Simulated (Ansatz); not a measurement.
Input for Ansatz (plane-wave DFT, PAW):

```yaml
crystal:
  lattice:
    - [2.7784054294, 0.0, 0.0]
    - [0.0, 2.7784054294, 0.0]
    - [0.0, 0.0, 7.51340341]
  atoms:
    - { symbol: Al, position: [0.0, 0.0, 0.5] }
    - { symbol: Al, position: [0.5, 0.5, 0.22611551] }
    - { symbol: Al, position: [0.5, 0.5, 0.77388449] }
    - { symbol: Cu, position: [0.0, 0.0, 0.0] }
basis:
  ecutwfc: 420
kpoints:
  mp_grid: { grid: [6, 6, 4] }
hamiltonian:
  xc: pbesol
scf:
  occupations: { method: gaussian, width: 0.1 }
output:
  forces: true
  stress: true
  eigenvalues: true
```

Command:
```bash
ansatz run input.yaml --threads 1 --pin off --max-ram 2560MiB --backend cpu --events-out ev --progress --plain --runs-dir out
```

These are results of DFT PBEsol, scalar-relativistic, plane waves, PAW (Ansatz 0.2.0), not measurements.

Part of what the program printed, abridged (final results; tables in files aren't shown):

```
SCF 1 converged in 7 iterations: F = -8162.838143 eV  dr2 = 1.16e-8
SCF converged after 7 iterations
Free energy (F): -8162.838143 eV
Harris-Foulkes:  -8162.838144 eV  (|F-HF|=1.03e-8)
Internal energy: -8162.829151 eV  (E = F + TS)
E sigma→0 (E₀):  -8162.833647 eV
Entropy (-TS):   -0.008992 eV (-2.248 meV/atom)
Fermi energy:    10.245515 eV
--- Per-component energies (eV) ---
  E_band       = -447.143160
  E_kinetic    = 371.366768
  E_local      = -7462.631042  (includes V_loc(G=0)·N_el)
  E_nonlocal   = 419.824225
  E_hartree    = 3442.845872
  E_xc         = -209.008172
  E_vxc        = -205.184762  (∫ρ·V_xc dr)
  E_paw        = -2988.338805  (= ΣΔE_a)
  E_vpaw       = -456.206726  (= ΣTr[D̂ρ^β])
  E_aug_tail   = 0.000263  (compensation charges beyond the density's cutoff)
  E_ewald      = -1737.151879
  E_core_change = 0.263619  (= ΣΔE_core)
  E_smearing   = -0.008992  (= −TS)
--- Forces (eV/Å), atoms counted from 1 ---
  atom   1  Al     0.00000000     0.00000000     0.00000000
  atom   2  Al     0.00000000     0.00000000    -0.20495509
  atom   3  Al     0.00000000     0.00000000     0.20495509
  atom   4  Cu     0.00000000     0.00000000     0.00000000
--- Stress (GPa, compression-positive) ---
        0.431610       0.000000       0.000000
        0.000000       0.431610       0.000000
        0.000000       0.000000       1.962540
  P = ⅓ Tr σ = 0.9419 GPa (9.419 kbar)
--- Band table (eV; the first three rows and the last of 30) ---
  k-point 0: bands = ["-102.9488", "-60.5064", "-60.4302", "-60.4302", "-0.9516", "1.5071", "1.8308", "5.8669", "5.9653", "6.7677", "6.7677", "7.1628", "8.6263", "11.0402", "16.5662", "16.8868", "16.8868", "18.2181"]
  k-point 1: bands = ["-102.9488", "-60.5064", "-60.4302", "-60.4302", "-0.7881", "0.5357", "3.0746", "5.7594", "5.8670", "6.7677", "6.7677", "7.1628", "7.5112", "12.6268", "16.5594", "17.0407", "17.0407", "18.1807"]
  k-point 2: bands = ["-102.9488", "-60.5064", "-60.4302", "-60.4302", "-0.3816", "-0.1897", "4.4405", "4.8421", "5.8671", "6.7676", "6.7676", "6.8685", "7.1628", "14.6686", "16.1654", "16.5525", "17.3906", "17.3906"]
  k-point 29: bands = ["-102.9461", "-60.5030", "-60.4491", "-60.4491", "5.0162", "5.6997", "5.6997", "6.5324", "7.5437", "8.5305", "8.5305", "8.5727", "8.5727", "9.6758", "9.6974", "10.9405", "12.0095", "13.6057"]
```

The run converged.

It took 2.1 s on 1 thread of AMD EPYC 7R13 Processor (Zen 3), on a shared host, peak memory 0.38 GiB.

The k mesh is coarse.